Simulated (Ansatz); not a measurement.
# C: equation of state with LDA

C, a slab with vacuum:

```xyz
2
Lattice="2.4562 0.0000 0.0000 -1.2281 2.1271 0.0000 0.0000 0.0000 8.5238" Properties=species:S:1:pos:R:3 pbc="T T T"
C     1.2281    0.7090    0.0000
C     0.0000    1.4181    0.0000
```

```json
{
 "Program": "Ansatz 0.2.0",
 "Task": "equation of state",
 "Functional": "LDA",
 "Potentials or basis": "all-electron LAPW, scalar-relativistic",
 "Basis error allowed": "0.001 eV/atom",
 "k mesh": "12 × 12 × 3",
 "Occupations": "fermi-dirac, width 0.05 eV",
 "Spin": "no spin polarisation"
}
```

```json
{
  "Equilibrium volume": "21.96 Å³/atom",
  "Bulk modulus at fixed shape and positions": "114 GPa",
  "Pressure derivative of the bulk modulus": "3.5"
}
```

Energy against volume, from the lowest point:
```csv
volume (Å³/atom),energy (meV/atom)
20.930,18.17
21.376,5.46
21.821,0.00
22.266,1.15
22.712,8.32
23.157,21.00
23.602,38.70
```

All runs of the series together: 40 s on 1 thread of AMD EPYC 7R43 64-Core Processor (Zen 3), with other jobs on the host.

Caveat: the cell was scaled at fixed shape and fractional positions, which overstates the stiffness of a crystal with free parameters, most of all of layers and chains.
